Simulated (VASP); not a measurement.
## Nb under changes of volume

One of the cells (18.797 Å³/atom); the others are scaled copies at fixed shape and fractional positions:

```
Nb
1.0
    -1.67497    1.67497    1.67497
     1.67497   -1.67497    1.67497
     1.67497    1.67497   -1.67497
Nb
1
Direct
  0.00000 0.00000 0.00000
```

| Item | Value |
| --- | --- |
| Program | VASP 6.6.1 |
| Functional | PBEsol |
| Potentials or basis | VASP PAW PBE potentials, release 64 (Nb_sv) |
| Cutoff | 520 eV |
| k mesh | 11 × 11 × 11 |
| Occupations | fermi-dirac, width 0.05 eV |
| Spin | no spin polarisation |

```tsv
volume (Å³/atom)	energy over the lowest point (meV/atom)	pressure (GPa)
17.322	?	?
17.691	0.00	-1.3
18.060	6.55	-4.8
18.797	42.50	-11.0
19.165	70.69	-13.7
19.534	104.83	-16.2
```

Task: What does the run at 17.322 Å³/atom give?

Result: Energy over the lowest point 1.90 meV/atom; pressure 2.5 GPa.

Worked out: A Birch-Murnaghan fit of order 3 (a polynomial in V^(-2/3)) to the other rows has its minimum at 17.59 Å³/atom, just outside them, with B0 = V·E''(V) = 184 GPa and B' = 3.4. It gives 2.14 meV/atom at 17.322 Å³/atom, against the run's 1.90, and -dE/dV = 2.9 GPa, against 2.5.

Energies are extrapolated to zero smearing.

Caveats: the PAW data sets were made with another functional, which shifts forces and pressure a little.
